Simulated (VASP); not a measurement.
The system is WC (Qusongite).

```xyz
2
Lattice="2.9065 0.0000 0.0000 -1.4532 2.5171 0.0000 0.0000 0.0000 2.8366" Properties=species:S:1:pos:R:3 pbc="T T T"
W     0.0000    0.0000    0.0000
C     1.4533    0.8390    1.4183
```

Base run:

- Program: VASP 6.6.1
- Functional: SCAN
- Potentials or basis: VASP PAW PBE potentials, release 64 (W_sv, C)
- Cutoff: 520 eV
- k mesh: 7 × 7 × 7
- Occupations: fermi-dirac, width 0.05 eV
- Spin: spin-orbit coupling, no magnetisation

Its results: pressure -0.8 GPa.

Problem. The run is repeated on the same cell with these changes: functional from SCAN to r2SCAN; further incar settings from ALGO = Normal; EDIFF = 1e-06 to ALGO = Normal; EDIFF = 1e-07; NBANDS = 30. What comes out?

Solution. Pressure 4.4 GPa.

Caveats: the PAW data sets were made with another functional, which shifts forces and pressure a little.
